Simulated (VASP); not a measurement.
Set up this calculation in VASP 6.6.1, as the native input.

```
Task                   : relaxation of cell and atoms
Functional             : PBE
Dispersion             : D3(BJ)
Potentials or basis    : VASP PAW PBE potentials, release 64 (Ga_d, S)
Cutoff                 : 600 eV
k mesh                 : 9 × 9 × 2
Occupations            : gaussian, width 0.03 eV
Spin                   : no spin polarisation
Further INCAR settings : ALGO = Normal; EDIFF = 1e-06; IBRION = 2; EDIFFG = -0.01; NSW = 90; ISIF = 3
```

The structure of GaS lies in POSCAR:

```
GaS
1.0
    3.5850000000      0.0000000000      0.0000000000
   -1.7925000000      3.1047010700      0.0000000000
    0.0000000000      0.0000000000     15.5000000000
Ga S
4 4
Direct
    0.3333333300      0.6666666700      0.1700000000
    0.6666666700      0.3333333300      0.6700000000
    0.3333333300      0.6666666700      0.3300000000
    0.6666666700      0.3333333300      0.8300000000
    0.3333333300      0.6666666700      0.6000000000
    0.6666666700      0.3333333300      0.1000000000
    0.3333333300      0.6666666700      0.9000000000
    0.6666666700      0.3333333300      0.4000000000
```

The input as run:

INCAR

```
ALGO     = Normal         # electronic algorithm
EDIFF    = 1E-6           # SCF threshold, eV
EDIFFG   = -0.01          # ionic threshold
ENCUT    = 600            # plane-wave cutoff, eV
GGA      = PE             # functional
IBRION   = 2              # ionic algorithm
ISIF     = 3              # what is computed and relaxed
ISMEAR   = 0              # smearing method
IVDW     = 12             # dispersion correction
KPAR     = 2            
LASPH    = True           # aspherical terms in the spheres
LCHARG   = False          # write CHGCAR
LREAL    = False          # projectors in reciprocal space
LWAVE    = False          # write WAVECAR
NELM     = 80             # most SCF steps
NSW      = 90             # ionic steps
PREC     = Accurate       # precision mode
SIGMA    = 0.03           # smearing width, eV
```

KPOINTS

```
k-points
0
Gamma
  9 9 2
```

Potentials or basis: VASP PAW PBE potentials, release 64 (Ga_d, S).

Run with:

```sh
$ cat potpaw_PBE.64/Ga_d/POTCAR potpaw_PBE.64/S/POTCAR > POTCAR
$ mpirun -np 2 vasp_std > vasp.out
```

It gave:

The relaxed volume is 21.49 Å³/atom. The relaxed cell is a = 3.588 Å, b = 3.588 Å, c = 15.423 Å, α = 90.00°, β = 90.00°, γ = 120.00°, the space group after relaxing (to 0.05 Å) is P6_3/mmc (No. 194) and the energy gained by relaxing is 0.9 meV/atom. The ionic steps are 5, the pressure after relaxing is 0.0 GPa and the largest force after relaxing is 0.007 eV/Å. The band gap on the k mesh is 1.57 eV, indirect (least direct gap 1.67 eV). The dispersion energy per atom is -0.274 eV.

Caveat: an odd mesh through Γ misses points on the zone boundary, where band edges often lie.

Run time: 3.4 min on 2 MPI ranks on Intel(R) Xeon(R) 6975P-C (Granite Rapids), on a shared host, peak memory 0.45 GiB a rank.
